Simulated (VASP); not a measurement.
# Si (I4/mmm) in VASP: a series of runs

One crystal, Si, is run at these levels: PBE+D3(BJ); tasks: single point.

Program: VASP 6.6.1. These are calculated values, not measurements. Logs are shortened: lines on timing, memory, paths and dates and some standing lists are left out, and cuts for length are marked.

**1. The structure**

It takes space group I4/mmm (No. 139, tetragonal). The conventional cell has a = 2.361 Å, b = 2.361 Å, c = 5.008 Å, α = 90.00°, β = 90.00°, γ = 90.00°. Around Si (site symmetry 4/mmm) lie 4 Si at 2.36 Å.

This isn't the form of Si at room conditions, which is diamond.

**2. Single point, PBE+D3(BJ)**

INCAR reads:

```
SYSTEM = Si
PREC     = Accurate       ! precision mode
ENCUT    = 520            ! plane-wave cutoff, eV
EDIFF    = 1E-6           ! SCF threshold, eV
ISMEAR   = 0              ! smearing method
SIGMA    = 0.15           ! smearing width, eV
LREAL    = .FALSE.        ! projectors in reciprocal space
LASPH    = .TRUE.         ! aspherical terms in the spheres
NELM     = 80             ! most SCF steps
ALGO     = Fast           ! electronic algorithm
ISIF     = 2              ! what is computed and relaxed
LWAVE    = .FALSE.        ! write WAVECAR
LCHARG   = .FALSE.        ! write CHGCAR
GGA      = PE             ! functional
IVDW     = 12             ! dispersion correction
NBANDS   = 8              ! bands
```

KPOINTS reads:

```
Automatic mesh
0
G
  24 24 24
  0 0 0
```

POSCAR reads:

```
Si
1.0
    0.0000000000      1.6692642320      2.5038963479
    1.6692642320      0.0000000000      2.5038963479
    1.6692642320      1.6692642320      0.0000000000
Si
1
Direct
    0.0000000000      0.0000000000      0.0000000000
```

Potentials or basis: VASP PAW PBE potentials, release 64 (Si).

Run with:

```sh
cat potpaw_PBE.64/Si/POTCAR > POTCAR
mpirun -np 1 vasp_std > vasp.out
```

OUTCAR:

```text
SYSTEM = Si
   PREC = Accurate
   ENCUT = 520
   EDIFF = 1E-6
   ISMEAR = 0
   LREAL = .FALSE.
   LASPH = .TRUE.
   NELM = 80
   ISIF = 2
   GGA = PE
   IVDW = 12
 IVDW          = 12

 ion  position               nearest neighbor table
   1  0.000  0.000  0.000-

  LATTYP: Found a body centered tetragonal cell.
 ALAT       =     2.3606961161
 C/A-ratio  =     2.1213203435

  Lattice vectors:

 A1 = (  -1.6692642320,   0.0000000000,   2.5038963479)
 A2 = (   1.6692642320,   0.0000000000,   2.5038963479)
 A3 = (   0.0000000000,   1.6692642320,  -2.5038963479)

Analysis of symmetry for initial positions (statically):
=====================================================================
 Subroutine PRICEL returns:
 Original cell was already a primitive cell.

 Routine SETGRP: Setting up the symmetry group for a
 body centered tetragonal supercell.

 Subroutine GETGRP returns: Found 16 space group operations
 (whereof 16 operations were pure point group operations)
 out of a pool of 16 trial point group operations.

The static configuration has the point symmetry D_4h.

Analysis of symmetry for dynamics (positions and initial velocities):
=====================================================================
 Subroutine PRICEL returns:
 Original cell was already a primitive cell.

 Routine SETGRP: Setting up the symmetry group for a
 body centered tetragonal supercell.

 Subroutine GETGRP returns: Found 16 space group operations
 (whereof 16 operations were pure point group operations)
 out of a pool of 16 trial point group operations.

The dynamic configuration has the point symmetry D_4h.

 Subroutine INISYM returns: Found 16 space group operations
 (whereof 16 operations are pure point group operations),
 and found     1 'primitive' translations

----------------------------------------------------------------------------------------

                                     Primitive cell

  volume of cell :      13.9539

  direct lattice vectors                    reciprocal lattice vectors
     0.000000000  1.669264232  2.503896348    -0.299533166  0.299533166  0.199688777
     1.669264232  0.000000000  2.503896348     0.299533166 -0.299533166  0.199688777
     1.669264232  1.669264232  0.000000000     0.299533166  0.299533166 -0.199688777

  length of vectors
     3.009308890  3.009308890  2.360696116     0.468311694  0.468311694  0.468311694

  position of ions in fractional coordinates (direct lattice)
     0.000000000  0.000000000  0.000000000

  ion indices of the primitive-cell ions
   primitive index   ion index
                 1           1

----------------------------------------------------------------------------------------

 KPOINTS: Automatic mesh

Automatic generation of k-mesh.
 Grid dimensions read from file:
 generate k-points for:   24   24   24

 Generating k-lattice:

  Cartesian coordinates                     Fractional coordinates (reciprocal lattice)
    -0.012480549  0.012480549  0.008320366     0.041666667  0.000000000  0.000000000
     0.012480549 -0.012480549  0.008320366     0.000000000  0.041666667  0.000000000
     0.012480549  0.012480549 -0.008320366     0.000000000  0.000000000  0.041666667

  Length of vectors
     0.019512987  0.019512987  0.019512987

  Shift w.r.t. Gamma in fractional coordinates (k-lattice)
     0.000000000  0.000000000  0.000000000

 Subroutine IBZKPT returns following result:
 ===========================================

 Found   1063 irreducible k-points:

 Following reciprocal coordinates:
            Coordinates               Weight
  0.000000  0.000000  0.000000      1.000000
  0.041667 -0.000000  0.000000      8.000000
  0.083333  0.000000  0.000000      8.000000
  0.125000  0.000000  0.000000      8.000000
  0.166667  0.000000  0.000000      8.000000
  0.208333  0.000000  0.000000      8.000000
[... 16 lines left out ...]
  0.416667  0.041667  0.000000      8.000000
  0.458333  0.041667  0.000000      8.000000
 [... further k-points ...]
   k-points           NKPTS =   1063   k-points in BZ     NKDIM =   1063   number of bands    NBANDS=      8
   number of dos      NEDOS =    301   number of ions     NIONS =      1
   total plane-waves  NPLWV =  10368
   dimension x,y,z NGX =    24 NGY =   24 NGZ =   18
   dimension x,y,z NGXF=    48 NGYF=   48 NGZF=   36
   ions per type =               1
   NGX,Y,Z   is equivalent  to a cutoff of  13.26, 13.26, 12.68 a.u.
   NGXF,Y,Z  is equivalent  to a cutoff of  26.52, 26.52, 25.35 a.u.
 SYSTEM =  Si
   PREC   = accura    normal or accurate (medium, high low for compatibility)
   ISTART =      0    job   : 0-new  1-cont  2-samecut
   ICHARG =      2    charge: 1-file 2-atom 10-const
   ISPIN  =      1    spin polarized calculation?
   LNONCOLLINEAR =      F non collinear calculations
   LSORBIT =      F    spin-orbit coupling
   LASPH  =      T    aspherical Exc in radial PAW
   ENCUT  =  520.0 eV  38.22 Ry    6.18 a.u.   5.60  5.60  4.39*2*pi/ulx,y,z
   NELM   =     80;   NELMIN=  2; NELMDL= -5     # of ELM steps
   EDIFF  = 0.1E-05   stopping-criterion for ELM
   LREAL  =      F    real-space projection
[... 7 lines left out ...]
   TEBEG  =    0.0;   TEEND  =   0.0 temperature during run
   PSTRESS=    0.0 pullay stress
   NELECT =       4.0000    total number of electrons
   NUPDOWN=      -1.0000    fix difference up-down
   EMIN   =  10.00;   EMAX   =-10.00  energy-range for DOS
   EFERMI =   0.00;   METHOD = LEGACY
   ISMEAR =     0;   SIGMA  =   0.15  broadening in eV -4-tet -1-fermi 0-gaus
   EFERMI_NEDOS =   21; number of points for ismear=-14 and -15
   IALGO  =     68    algorithm
   IMIX   =      4    mixing-type and parameters
     AMIX     =   0.40;   BMIX     =  1.00
     AMIX_MAG =   1.60;   BMIX_MAG =  1.00
  volume/ion in A,a.u.               =      13.95        94.17
  Fermi-wavevector in a.u.,A,eV,Ry     =   1.079434  2.039834 15.853198  1.165177
  Thomas-Fermi vector in A             =   2.215399
   LORBIT       =      0    0 simple, 1 ext, 2 COOP (PROOUT), +10 PAW based schemes
   GGA     = PE    functional components
   LHFCALC =     F    Hartree Fock is set to
   AEXX    =    0.0000 exact exchange contribution
   IVDW    =    12    specifies the selected vdW correction
   LEPSILON=     F    determine dielectric tensor
   LRPA    =     F    only Hartree local field effects (RPA)
 non-spin polarized calculation
 RMM-DIIS sequential band-by-band and
 Gauss-broadening in eV      SIGMA  =   0.15
  energy-cutoff  :      520.00
  volume of cell :       13.95
 maximum number of plane-waves:       397
   NGX = 11   NGY = 11   NGZ =  9

 number of electron       4.0000000 magnetization

 Free energy of the ion-electron system (eV)
  ---------------------------------------------------
  ext. energy  EPLUGINS =         0.00000000
  ---------------------------------------------------
  free energy    TOTEN  =        -4.79889977 eV

  energy without entropy =       -4.79390632  energy(sigma->0) =       -4.79640304

 E-fermi :  10.4365     XC(G=0): -11.2770

 val. band max:       10.4261464283   @ k =  -0.1250   0.2500   0.2083
 cond. band min:      10.4366636071   @ k =  -0.2917   0.0000   0.0833
 fundamental gap:      0.0105171788
 Fermi energy:        10.4364518186

 k-point     1 :       0.0000    0.0000    0.0000
  band No.  band energies     occupation
      1      -4.2414      2.00000
      2      16.6064      0.00000
      3      18.6204      0.00000
      4      20.6053      0.00000
      5      23.3847      0.00000
      6      23.3847      0.00000
      7      26.7606      0.00000
      8      26.7606      0.00000

 k-point     2 :       0.0417   -0.0000    0.0000
  band No.  band energies     occupation
      1      -4.1864      2.00000
      2      16.3622      0.00000
      3      18.8984      0.00000
      4      20.0845      0.00000
      5      23.3784      0.00000
      6      23.7968      0.00000
      7      25.9319      0.00000
      8      26.8578      0.00000

 k-point     3 :       0.0833    0.0000    0.0000
  band No.  band energies     occupation
      1      -4.0214      2.00000
      2      15.8663      0.00000
      3      18.7505      0.00000
      4      19.7041      0.00000
      5      23.3683      0.00000
      6      24.1955      0.00000
      7      24.9082      0.00000
      8      27.1403      0.00000

 k-point     4 :       0.1250    0.0000    0.0000
  band No.  band energies     occupation
      1      -3.7468      2.00000
      2      15.3438      0.00000
      3      17.3609      0.00000
      4      20.3359      0.00000
      5      23.0523      0.00000
      6      23.3748      0.00000
      7      25.6213      0.00000
      8      27.5855      0.00000

 k-point     5 :       0.1667    0.0000    0.0000
  band No.  band energies     occupation
      1      -3.3630      2.00000
      2      14.8672      0.00000
      3      15.7880      0.00000
      4      20.5050      0.00000
      5      22.4715      0.00000
      6      23.4192      0.00000
      7      26.4710      0.00000
      8      28.1681      0.00000

 k-point     6 :       0.2083    0.0000    0.0000
  band No.  band energies     occupation
      1      -2.8709      2.00000
      2      14.1291      0.00000
      3      14.4732      0.00000
      4      19.7783      0.00000
      5      22.9511      0.00000
      6      23.5183      0.00000
      7      27.3336      0.00000
      8      28.8624      0.00000

 k-point     7 :       0.2500    0.0000    0.0000
  band No.  band energies     occupation
      1      -2.2714      2.00000
      2      12.4657      0.00000
      3      14.1439      0.00000
      4      18.8594      0.00000
      5      23.6836      0.00000
      6      23.7369      0.00000
      7      28.2535      0.00000
      8      29.6336      0.00000
[... 133 lines left out ...]
 k-point    20 :       0.2917    0.0417    0.0000
  band No.  band energies     occupation
      1      -2.0010      2.00000
      2      11.9503      0.00000
      3      12.7829      0.00000
      4      19.6392      0.00000
      5      23.2407      0.00000
      6      24.5432      0.00000
      7      28.7596      0.00000
      8      30.4269      0.00000

 k-point    21 :       0.3333    0.0417    0.0000
  band No.  band energies     occupation
      1      -1.2582      2.00000
      2      10.2963      1.81372
      3      12.5957      0.00000
      4      18.8651      0.00000
      5      23.4939      0.00000
      6      25.0570      0.00000
      7      30.0008      0.00000
      8      30.8868      0.00000

 k-point    22 :       0.3750    0.0417    0.0000
  band No.  band energies     occupation
      1      -0.4114      2.00000
      2       8.6991      2.00000
      3      12.5049      0.00000
      4      18.1665      0.00000
      5      23.8309      0.00000
      6      25.5692      0.00000
      7      30.2020      0.00000
      8      31.1776      0.00000

 k-point    23 :       0.4167    0.0417    0.0000
  band No.  band energies     occupation
      1       0.5375      2.00000
      2       7.1721      2.00000
      3      12.5095      0.00000
      4      17.5597      0.00000
      5      24.2511      0.00000
      6      26.0679      0.00000
      7      29.2835      0.00000
      8      31.9206      0.00000

 k-point    24 :       0.4583    0.0417    0.0000
  band No.  band energies     occupation
      1       1.5863      2.00000
      2       5.7245      2.00000
      3      12.6076      0.00000
      4      17.0537      0.00000
      5      24.7507      0.00000
      6      26.5204      0.00000
      7      28.4178      0.00000
      8      31.9167      0.00000

 [... further k-points ...]

------------------------ aborting loop because EDIFF is reached ----------------------------------------

 Edisp (eV)   -0.44604

 E8    (eV) :    -0.1826

  FORCE on cell =-STRESS in cart. coord.  units (eV):
  Direction    XX          YY          ZZ          XY          YZ          ZX
  --------------------------------------------------------------------------------------
  -------------------------------------------------------------------------------------
  Total       1.40606     1.40606    -0.25369     0.00000     0.00000    -0.00000
  in kB     161.44266   161.44266   -29.12801     0.00000     0.00000    -0.00000
  external pressure =       97.92 kB  Pullay stress =        0.00 kB

 VOLUME and BASIS-vectors are now :
 -----------------------------------------------------------------------------
  energy-cutoff  :      520.00
  volume of cell :       13.95
      direct lattice vectors                 reciprocal lattice vectors
     0.000000000  1.669264232  2.503896348    -0.299533166  0.299533166  0.199688777
     1.669264232  0.000000000  2.503896348     0.299533166 -0.299533166  0.199688777
     1.669264232  1.669264232  0.000000000     0.299533166  0.299533166 -0.199688777

 POSITION                                       TOTAL-FORCE (eV/Angst)
 -----------------------------------------------------------------------------------
      0.00000      0.00000      0.00000        -0.000000     -0.000000     -0.000000
 -----------------------------------------------------------------------------------
    total drift:                                0.000000     -0.000000     -0.000000

  FREE ENERGIE OF THE ION-ELECTRON SYSTEM (eV)
  ---------------------------------------------------
  free  energy   TOTEN  =        -5.2449369111 eV

  energy  without entropy=       -5.2399434623  energy(sigma->0) =       -5.24244019
```

It took 48 s on 1 thread of Intel Xeon Platinum 8375C at 2.90GHz (Ice Lake), shared host; peak memory 0.22 GiB.

Results:

```
Free energy                : -5.2449 eV
Pressure                   : 9.8 GPa
Band gap on the k mesh     : none (metal or under the smearing width)
Dispersion energy per atom : -0.446 eV
```

Stress tensor (GPa, compression positive):
```
16.14  0.00  0.00
 0.00 16.14  0.00
 0.00  0.00 -2.91
```

Levels at points of the mesh, in eV from the Fermi level:
| k point | band 1 | band 2 | band 3 | band 4 | band 5 |
| --- | --- | --- | --- | --- | --- |
| (0.00, 0.00, 0.00) | -14.68 | 6.17 | 8.18 | 10.17 | 12.95 |
| (0.50, 0.00, 0.00) | -7.00 | -6.88 | 3.20 | 5.31 | 15.49 |
| (0.50, 0.50, 0.00) | -10.11 | -7.64 | 7.76 | 9.54 | 9.54 |
| (0.50, 0.00, 0.50) | -3.19 | -0.68 | 0.23 | 4.64 | 4.69 |

Caveat: pairwise dispersion overbinds metals, which lowers pressure and volume.

**3. Single point, PBE+D3(BJ)**

This run uses another cell than the first one, of the same volume but with other edges.

INCAR reads:

```
  PREC = Accurate
  ENCUT = 520
  EDIFF = 1E-6
  ISMEAR = 0
  SIGMA = 0.15
  LREAL = F
  LASPH = T
  NELM = 80
  ALGO = Fast
  ISIF = 2
  LWAVE = F
  LCHARG = T
  GGA = PE
  IVDW = 12
  LELF = T
  LVHAR = T
  NBANDS = 8
```

KPOINTS reads:

```
Automatic mesh
0
Gamma
  24 24 24
```

POSCAR reads:

```
Si
1.0
    0.0000000000      1.7024421798      2.4072532423
    1.7024421798      0.0000000000      2.4072532423
    1.7024421798      1.7024421798      0.0000000000
Si
1
Direct
    0.0000000000      0.0000000000      0.0000000000
```

Potentials or basis: VASP PAW PBE potentials, release 64 (Si).

Run with:

```sh
cat potpaw_PBE.64/Si/POTCAR > POTCAR
mpirun -np 1 vasp_std > vasp.out
```

It took 53 s on 1 thread of Intel Xeon Platinum 8375C at 2.90GHz (Ice Lake), shared host; peak memory 0.22 GiB.

Results (log left out):

```yaml
Free_energy: -5.2961 eV
Pressure: 5.6 GPa
Band_gap_on_the_k_mesh: none (metal or under the smearing width)
Dispersion_energy_per_atom: -0.445 eV
```

Stress tensor (GPa, compression positive):
```
 8.96  0.00  0.00
 0.00  8.96  0.00
 0.00  0.00 -1.03
```

Levels at points of the mesh, in eV from the Fermi level:
| k point | band 1 | band 2 | band 3 | band 4 | band 5 | band 6 | band 7 |
| --- | --- | --- | --- | --- | --- | --- | --- |
| (0.00, 0.00, 0.00) | -14.72 | 7.62 | 9.54 | 10.22 | 12.50 | 12.50 | 15.41 |
| (0.50, 0.00, 0.00) | -7.20 | -6.96 | 3.77 | 5.88 | 14.32 | 15.67 | 16.33 |
| (0.50, 0.50, 0.00) | -9.45 | -7.55 | 7.23 | 8.50 | 8.50 | 12.50 | 25.87 |
| (0.50, 0.00, 0.50) | -3.60 | -1.33 | 0.46 | 4.18 | 4.57 | 4.89 | 17.97 |

Caveat: pairwise dispersion overbinds metals, which lowers pressure and volume.
